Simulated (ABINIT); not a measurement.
The system is Pd.

```
Pd
1.0
     0.00000    1.94650    1.94650
     1.94650    0.00000    1.94650
     1.94650    1.94650    0.00000
Pd
1
Cartesian
  0.0000 0.0000 0.0000
```

| Property | Result |
| --- | --- |
| Program | ABINIT 10.8.3 (patched build) |
| Task | relaxation of cell and atoms |
| Functional | PBE |
| Potentials or basis | SPMS NC PBE v1.0 |
| Cutoff | 898 eV |
| k mesh | 9 × 9 × 9 |
| Occupations | fermi-dirac, width 0.05 eV |
| Spin | no spin polarisation |

At the start: pressure 7.7 GPa; volume 14.75 Å³/atom.

**Question.** How do energy, volume and symmetry change on relaxing?

**Answer.** Over 5 steps the energy falls by 13.7 meV/atom and the volume is 15.35 Å³/atom (+4.1 %); space group Fm-3m (No. 225, to 0.05 Å).

The path:
| step | energy change (eV) | largest force (eV/Å) | pressure (GPa) | volume (Å³) |
| --- | --- | --- | --- | --- |
| 1 | 0.0000 | 0.0000 | 7.65 | 14.75 |
| 2 | -0.0114 | 0.0000 | 2.97 | 15.10 |
| 3 | -0.0137 | 0.0000 | 0.21 | 15.33 |
| 4 | -0.0137 | 0.0000 | 0.01 | 15.35 |
| 5 | -0.0137 | 0.0000 | 0.00 | 15.35 |

Final structure:
```
Pd
1.0
     0.00000    1.97248    1.97248
     1.97248    0.00000    1.97248
     1.97248    1.97248    0.00000
Pd
1
Direct
  0.00000 0.00000 0.00000
```
